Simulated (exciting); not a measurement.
# Cu (I4/mmm) in exciting: a series of runs

One crystal, Cu, is run at these levels: WC, PW86PBE, LDA, optB88 exchange with PBE correlation; tasks: electric field gradients, effective masses, optical spectrum, band structure.

All numbers are computed with exciting (release sodium); they aren't measurements. Logs are shortened: lines on timing, memory, paths and dates and some standing lists are left out, and cuts for length are marked.

### 1 The structure

The structure is tetragonal, space group I4/mmm (No. 139). Conventional cell: a = 2.886 Å, b = 2.886 Å, c = 2.752 Å, α = 90.00°, β = 90.00°, γ = 90.00°. Cu (site symmetry 4/mmm) is surrounded by 10 Cu at 2.46 to 2.75 Å.

This isn't the form of Cu at room conditions, which is fcc.

### 2 Electric field gradients, WC (cell strained at random at fixed volume)

run_exciting.py reads:

```python
import subprocess
import xml.etree.ElementTree as ET
from ase.io import read
from ase.units import Bohr

atoms = read("Cu.cif")
rmt = {'Cu': 2.0}  # bohr
tasks = """
<groundstate do="fromscratch" ngridk="13 13 13" rgkmax="9" gmaxvr="14" lmaxapw="10" lmaxmat="10" lmaxvr="8" stype="Fermi Dirac" swidth="0.00099958" nempty="12" ValenceRelativity="iora*" epsengy="1e-05" epspot="1e-05" maxscl="60" tforce="true" outputlevel="normal">
  <libxc exchange="XC_GGA_X_WC" correlation="XC_GGA_C_PBE"/>
</groundstate>
<properties>
  <EFG/>
  <mossbauer/>
</properties>
"""

root = ET.Element("input")
ET.SubElement(root, "title").text = "Cu"
structure = ET.SubElement(root, "structure", speciespath="./", tshift="false")
crystal = ET.SubElement(structure, "crystal", scale="1.0")
for vector in atoms.cell / Bohr:
    ET.SubElement(crystal, "basevect").text = " ".join(f"{x:.12f}" for x in vector)
symbols = atoms.get_chemical_symbols()
for element in dict.fromkeys(symbols):
    species = ET.SubElement(structure, "species", speciesfile=element + ".xml", rmt=str(rmt[element]))
    for symbol, position in zip(symbols, atoms.get_scaled_positions(wrap=False)):
        if symbol == element:
            ET.SubElement(species, "atom", coord=" ".join(f"{x:.12f}" for x in position))
root.extend(ET.fromstring("<tasks>" + tasks + "</tasks>"))
ET.indent(root)
ET.ElementTree(root).write("input.xml")
subprocess.run(["exciting_smp"], check=True)
```

Cu.cif reads:

```cif
data_Cu
_cell_length_a 2.45969651
_cell_length_b 2.47743045
_cell_length_c 2.47181879
_cell_angle_alpha 109.27615211
_cell_angle_beta 109.48514421
_cell_angle_gamma 110.58765039
_space_group_name_H-M_alt 'P1'
_space_group_name_Hall 'P 1'
_space_group_IT_number 1
loop_
_space_group_symop_operation_xyz
'x,y,z'
loop_
_atom_site_label
_atom_site_type_symbol
_atom_site_symmetry_multiplicity
_atom_site_Wyckoff_symbol
_atom_site_fract_x
_atom_site_fract_y
_atom_site_fract_z
_atom_site_occupancy
Cu1 Cu 1 a 0.0000000000 0.0000000000 0.0000000000 1
```

Potentials or basis: all-electron LAPW+lo, shipped species files, valence relativity iora*.

Started as:

```console
$ OMP_NUM_THREADS=1 python run_exciting.py
```

The log of the run:

```text
================================================================================
EXCITING SODIUM started
All units are atomic (Hartree, Bohr, etc.)
================================================================================

********************************************************************************
* Ground-state run starting from atomic densities                              *
********************************************************************************

++++++++++++++++++++++++++++++++++++++++++++++++++++++++++++++++++++++++++++++++
+ Starting initialization                                                      +
++++++++++++++++++++++++++++++++++++++++++++++++++++++++++++++++++++++++++++++++

 Lattice vectors (cartesian) :
      4.6481527566      0.0000000000      0.0000000000
     -1.6462601383      4.3826721487      0.0000000000
     -1.5580903419     -2.2324809774      3.7956804126

 Reciprocal lattice vectors (cartesian) :
      1.3517596422      0.5077605488      0.8535306078
     -0.0000000000      1.4336425573      0.8432163380
      0.0000000000     -0.0000000000      1.6553515113

 Unit cell volume                           :      77.3230568508
 Brillouin zone volume                      :       3.2079721566

 Species :    1 (Cu)
     parameters loaded from                 :    Cu.xml
     name                                   :    copper
     nuclear charge                         :     -29.00000000
     electronic charge                      :      29.00000000
     atomic mass                            :  115837.27170000
     muffin-tin radius                      :       2.00000000
     # of radial points in muffin-tin       :     350

     atomic positions (lattice) :
       1 :   0.00000000  0.00000000  0.00000000

 Total number of atoms per unit cell        :       1

 Spin treatment                             :    spin-unpolarised

 Number of Bravais lattice symmetries       :       2
 Number of crystal symmetries               :       2

 k-point grid                               :      13   13   13
 Total number of k-points                   :    1099
 k-point set is reduced with crystal symmetries

 R^MT_min * |G+k|_max (rgkmax)              :       9.00000000
 Species with R^MT_min                      :       1 (Cu)
 Maximum |G+k| for APW functions            :       4.50000000
 Maximum |G| for potential and density      :      14.00000000

 G-vector grid sizes                        :      24    24    24
 Total number of G-vectors                  :    3561

 Maximum angular momentum used for
     APW functions                          :      10
     computing H and O matrix elements      :      10
     potential and density                  :       8
     inner part of muffin-tin               :       2

 Total nuclear charge                       :     -29.00000000
 Total electronic charge                    :      29.00000000
 Total core charge                          :      12.00000000
 Total valence charge                       :      17.00000000

 Number of empty states                     :      12
 Total number of valence states             :      21

 Maximum Hamiltonian size                   :     147
 Maximum number of plane-waves              :     135
 Total number of local-orbitals             :      12

 Exchange-correlation type                  :     100
     libxc; exchange: Wu & Cohen; correlation: Perdew, Burke & Ernzerhof (see libxc for references)

 Smearing scheme                            :    Fermi-Dirac
 Smearing width                             :       0.00099958

 Using multisecant Broyden potential mixing

++++++++++++++++++++++++++++++++++++++++++++++++++++++++++++++++++++++++++++++++
+ Ending initialization                                                        +
++++++++++++++++++++++++++++++++++++++++++++++++++++++++++++++++++++++++++++++++

********************************************************************************
* Groundstate module started                                                   *
********************************************************************************
 Output level for this task is set to normal

++++++++++++++++++++++++++++++++++++++++++++++++++++++++++++++++++++++++++++++++
+ Self-consistent loop started                                                 +
++++++++++++++++++++++++++++++++++++++++++++++++++++++++++++++++++++++++++++++++
 Density and potential initialised from atomic data

++++++++++++++++++++++++++++++++++++++++++++++++++++++++++++++++++++++++++++++++
+ SCF iteration number :    1                                                  +
++++++++++++++++++++++++++++++++++++++++++++++++++++++++++++++++++++++++++++++++
 Total energy                               :     -1641.07270322
 _______________________________________________________________
 Fermi energy                               :         0.36754774
 Kinetic energy                             :      1689.10716390
 Coulomb energy                             :     -3263.62526897
 Exchange energy                            :       -65.15483172
 Correlation energy                         :        -1.39976643

 DOS at Fermi energy (states/Ha/cell)       :        14.53294870

 Electron charges :
     core                                   :        12.00000000
     core leakage                           :         0.00158854
     valence                                :        17.00000000
     interstitial                           :         1.93123886
     charge in muffin-tin spheres :
                  atom     1    Cu          :        27.06876114
     total charge in muffin-tins            :        27.06876114
     total charge                           :        29.00000000

++++++++++++++++++++++++++++++++++++++++++++++++++++++++++++++++++++++++++++++++
+ SCF iteration number :    2                                                  +
++++++++++++++++++++++++++++++++++++++++++++++++++++++++++++++++++++++++++++++++
 Total energy                               :     -1657.32118876
 _______________________________________________________________
 Fermi energy                               :         0.30884824
 Kinetic energy                             :      1682.36426583
 Coulomb energy                             :     -3272.34460032
 Exchange energy                            :       -65.93870511
 Correlation energy                         :        -1.40214915
[... 298 lines left out ...]
++++++++++++++++++++++++++++++++++++++++++++++++++++++++++++++++++++++++++++++++
+ SCF iteration number :   13                                                  +
++++++++++++++++++++++++++++++++++++++++++++++++++++++++++++++++++++++++++++++++
 Total energy                               :     -1654.60369850
 _______________________________________________________________
 Fermi energy                               :         0.30365979
 Kinetic energy                             :      1682.87035316
 Coulomb energy                             :     -3270.26786961
 Exchange energy                            :       -65.80469768
 Correlation energy                         :        -1.40148437

 DOS at Fermi energy (states/Ha/cell)       :        11.70832382

 Electron charges :
     core                                   :        12.00000000
     core leakage                           :         0.00146412
     valence                                :        17.00000000
     interstitial                           :         1.62020375
     charge in muffin-tin spheres :
                  atom     1    Cu          :        27.37979625
     total charge in muffin-tins            :        27.37979625
     total charge                           :        29.00000000

 RMS change in effective potential (target) :  0.142161E-09  ( 0.100000E-04)
 Absolute change in total energy   (target) :  0.437735E-06  ( 0.100000E-04)
 Charge distance                   (target) :  0.997666E-09  ( 0.100000E-04)
 Abs. change in max-nonIBS-force   (target) :   0.00000      ( 0.500000E-04)

++++++++++++++++++++++++++++++++++++++++++++++++++++++++++++++++++++++++++++++++
| Convergency criteria checked for the last 2 iterations                       +
| Convergence targets achieved. Performing final SCF iteration                 +
++++++++++++++++++++++++++++++++++++++++++++++++++++++++++++++++++++++++++++++++
 Total energy                               :     -1654.60369851
 _______________________________________________________________
 Fermi energy                               :         0.30365979
 Kinetic energy                             :      1682.87035316
 Coulomb energy                             :     -3270.26786961
 Exchange energy                            :       -65.80469768
 Correlation energy                         :        -1.40148437

 DOS at Fermi energy (states/Ha/cell)       :        11.70832383

 Electron charges :
     core                                   :        12.00000000
     core leakage                           :         0.00146412
     valence                                :        17.00000000
     interstitial                           :         1.62020375
     charge in muffin-tin spheres :
                  atom     1    Cu          :        27.37979625
     total charge in muffin-tins            :        27.37979625
     total charge                           :        29.00000000

++++++++++++++++++++++++++++++++++++++++++++++++++++++++++++++++++++++++++++++++
+ Self-consistent loop stopped                                                 +
++++++++++++++++++++++++++++++++++++++++++++++++++++++++++++++++++++++++++++++++
 STATE.OUT is written

--------------------------------------------------------------------------------
- Writing atomic positions and forces                                          -
--------------------------------------------------------------------------------

 Atomic positions (lattice) :
 atom     1  Cu  :     0.00000000    0.00000000    0.00000000

 Total atomic forces including IBS (cartesian) :
 atom     1  Cu  :     0.00000000    0.00000000    0.00000000

 Atomic force components including IBS (cartesian) :
 atom     1  Cu  :     0.00000000    0.00000000    0.00000000   HF force
                 :     0.00000000    0.00000000    0.00000000   core correction
                 :     0.00000000    0.00000000    0.00000000   IBS correction

********************************************************************************
* Groundstate module stopped                                                   *
********************************************************************************

--------------------------------------------------------------------------------
- CAUTION! Warnings have been written in file WARNING.OUT !                    -
--------------------------------------------------------------------------------
================================================================================
| EXCITING SODIUM stopped                                                      =
================================================================================
```

Run time: 4.5 min. Hardware: 1 thread of Arm Neoverse V1, shared host; peak memory 0.11 GiB.

Results:

```
Free energy                                       : -45024.0613 eV
Band gap on the k mesh                            : none (metal or under the smearing width)
All electrons inside the program's atomic spheres : Cu 27.38 (radii Cu 2.0 bohr)
```

Electric field gradients, principal values (1e21 V/m²):
```
atom    Vxx    Vyy     Vzz     η
1 Cu  0.018  0.063  -0.081  0.56
```

Caveat: the field gradient of a metal still moves by tens of percent with the k mesh; the log's total energy holds no entropy term; the free energy is that total less TS from the occupations; EFG.OUT prints the tensor in atomic units and with the sign opposite to the usual one.

### 3 Effective masses, PW86PBE (volume scaled by 1.04)

input.xml reads:

```xml
<input>
  <title>Cu</title>
  <structure speciespath="./" tshift="false" cartesian="true">
    <crystal scale="4.7119648062">
      <basevect>-0.586244433009 0.586244433009 0.559137665990</basevect>
      <basevect>0.586244433009 -0.586244433009 0.559137665990</basevect>
      <basevect>0.586244433009 0.586244433009 -0.559137665990</basevect>
    </crystal>
    <species speciesfile="Cu.xml" rmt="2">
      <atom coord="0.000000000000 0.000000000000 0.000000000000"/>
    </species>
  </structure>
  <groundstate do="fromscratch" ngridk="13 13 13" rgkmax="8" gmaxvr="14" lmaxapw="10" lmaxmat="10" lmaxvr="8" stype="Fermi Dirac" swidth="0.00183747" nempty="12" ValenceRelativity="iora*" epsengy="1e-05" epspot="1e-05" maxscl="60" outputlevel="normal" cfdamp="0.1">
    <libxc exchange="XC_GGA_X_PW86" correlation="XC_GGA_C_PBE"/>
  </groundstate>
  <properties>
    <masstensor vklem="0.25 0.25 0.25" ndspem="1" deltaem="0.025"/>
  </properties>
</input>
```

Potentials or basis: all-electron LAPW+lo, shipped species files, valence relativity iora*.

Started as:

```console
$ OMP_NUM_THREADS=1 exciting_smp
```

INFO.OUT:

```text
================================================================================
EXCITING SODIUM started
[... 10 lines left out ...]

 Lattice vectors (cartesian) :
     -2.7623631362      2.7623631362      2.6346370040
      2.7623631362     -2.7623631362      2.6346370040
      2.7623631362      2.7623631362     -2.6346370040

 Reciprocal lattice vectors (cartesian) :
      0.0000000000      1.1372844549      1.1924195435
      1.1372844549      0.0000000000      1.1924195435
      1.1372844549      1.1372844549     -0.0000000000

 Unit cell volume                           :      80.4159724296
 Brillouin zone volume                      :       3.0845888690

 Species :    1 (Cu)
     parameters loaded from                 :    Cu.xml
[... 413 lines left out ...]
 Absolute change in total energy   (target) :  0.613548E-06  ( 0.100000E-04)
 Charge distance                   (target) :  0.109223E-08  ( 0.100000E-04)

++++++++++++++++++++++++++++++++++++++++++++++++++++++++++++++++++++++++++++++++
| Convergency criteria checked for the last 2 iterations                       +
| Convergence targets achieved. Performing final SCF iteration                 +
++++++++++++++++++++++++++++++++++++++++++++++++++++++++++++++++++++++++++++++++
 Total energy                               :     -1655.44228217
 _______________________________________________________________
 Fermi energy                               :         0.28688823
 Kinetic energy                             :      1683.82467724
 Coulomb energy                             :     -3271.22008442
 Exchange energy                            :       -66.64722431
 Correlation energy                         :        -1.39965067

 DOS at Fermi energy (states/Ha/cell)       :         9.90472225

 Electron charges :
     core                                   :        12.00000000
     core leakage                           :         0.00142489
     valence                                :        17.00000000
     interstitial                           :         1.64568922
     charge in muffin-tin spheres :
                  atom     1    Cu          :        27.35431078
     total charge in muffin-tins            :        27.35431078
     total charge                           :        29.00000000

++++++++++++++++++++++++++++++++++++++++++++++++++++++++++++++++++++++++++++++++
[... 12 lines left out ...]
| EXCITING SODIUM stopped                                                      =
================================================================================
```

Run time: 41 s. Hardware: 1 thread of Arm Neoverse V1, shared host; peak memory 0.09 GiB.

What came out:

```yaml
Band_gap_on_the_k_mesh: none (metal or under the smearing width)
All_electrons_inside_the_program's_atomic_spheres: Cu 27.35 (radii Cu 2.0 bohr)
```

Levels at points of the mesh, in eV from the Fermi level:
| k point | band 7 | band 8 | band 9 | band 10 | band 11 | band 12 |
| --- | --- | --- | --- | --- | --- | --- |
| (0.00, 0.00, 0.00) | -2.93 | -2.10 | -1.90 | 24.58 | 24.58 | 25.85 |

Effective masses (electron masses; levels in eV from the Fermi level):
```tsv
band	level	masses, principal
4	-3.70	-0.747, -0.747, -0.415
5	-3.70	-1.249, -1.246, 0.326
6	-3.60	-1.348, 0.500, 0.500
```

Caveat: the masses are finite differences along the axes, which mix bands that are degenerate at the k point.

[end of part 1 of 2]
